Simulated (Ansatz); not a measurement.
**Energy ranking of Hg₂Se structures**

These are results of DFT PBE, scalar-relativistic, plane waves, PAW in Ansatz 0.2.0, not measurements. All cells share a 420 eV cutoff and Γ-centred k meshes spaced at most about 0.3 Å⁻¹ (about 0.25 or finer for metals, 2π included). No spin polarisation.

Formation energies are uncorrected and refer to the elements' standard structures at the same level. The references include crystalline Hg.

Temperature and zero-point effects are left out. Larger cells and other orderings weren't all tried, so the list isn't exhaustive. For metals, differences of a few meV/atom aren't resolved. Weakly bound directions are ill-defined at this level, which has no dispersion term (I4_1/amd), and this can change margins and order among such cells. These runs have no spin–orbit coupling, which can matter for Hg. The reference form of Se is held partly by dispersion forces, which this level lacks.

Invented guesses were relaxed alike, and ends that match in structure were merged. ΔE counts from the first row. Coordination counts Se atoms around Hg (those within 1.25 times the shortest such distance or 1.15 times the sum of covalent radii; a plus sign parts nearer from farther groups; the shortest distance is added where it is long for a bond). The ends were matched against large subsets of the Crystallography Open Database and the Materials Project, so a missing match doesn't prove that a structure is unreported.

```json
{"#": "1", "reached from": "SnBr2 type (P-3m1)", "type and space group": "anti-cadmium iodide, P-3m1 (No. 164)", "atoms": "3", "Å³/atom": "25.5", "coordination": "Hg 3", "ΔE (meV/atom)": "0", "gap on mesh (eV)": "0.00", "in databases": "no match"}
{"#": "2", "reached from": "anti-anatase type (I4_1/amd)", "type and space group": "I4_1/amd (No. 141)", "atoms": "6", "Å³/atom": "37.1", "coordination": "Hg 2", "ΔE (meV/atom)": "75", "gap on mesh (eV)": "0.00", "in databases": "no match"}
{"#": "3", "reached from": "anti-cadmium chloride type (R-3m)", "type and space group": "anti-cadmium chloride, R-3m (No. 166)", "atoms": "3", "Å³/atom": "26.5", "coordination": "Hg 3+1", "ΔE (meV/atom)": "75", "gap on mesh (eV)": "0.00", "in databases": "no match"}
{"#": "4", "reached from": "CeH2 type (Fm-3m)", "type and space group": "anti-fluorite, Fm-3m (No. 225)", "atoms": "3", "Å³/atom": "28.3", "coordination": "Hg 4 from 3.0 Å", "ΔE (meV/atom)": "124", "gap on mesh (eV)": "0.00", "in databases": "no match"}
```

The lowest: Space group P-3m1 (No. 164), trigonal, a = 4.153 Å, c = 5.130 Å. Hg is surrounded by 3 Se at 2.90 Å and 3 Hg at 3.04 Å; Se has 6 Hg at 2.90 Å. Its energy over the elements is −0.04 eV/atom. It lies below the elements, which doesn't yet make it stable against other compounds or structures. An observed structure of this formula, if there is one, may be missing.

```cif
data_structure
_symmetry_space_group_name_H-M 'P-3m1'
_symmetry_Int_Tables_number 164
_cell_length_a 4.1532
_cell_length_b 4.1532
_cell_length_c 5.1302
_cell_angle_alpha 90.000
_cell_angle_beta 90.000
_cell_angle_gamma 120.000
_cell_volume 76.64
loop_
_atom_site_label
_atom_site_type_symbol
_atom_site_symmetry_multiplicity
_atom_site_Wyckoff_symbol
_atom_site_fract_x
_atom_site_fract_y
_atom_site_fract_z
_atom_site_occupancy
Hg1 Hg 2 d 0.66667 0.33333 0.18223 1
Se1 Se 1 b 0.00000 0.00000 0.50000 1
```

The second: Space group I4_1/amd (No. 141), tetragonal, a = 5.527 Å, c = 14.575 Å. Hg is surrounded by 2 Se at 2.77 Å and 1 Se at 3.49 Å; around Se lie 4 Hg at 2.77 Å and 2 Hg at 3.49 Å. Counting Se atoms around Hg, the first has Hg 3 and the second has Hg 2. Cells relaxed within their symmetry can be saddle points. Some types were kept out of the candidates beforehand, so the set may lack a known form.
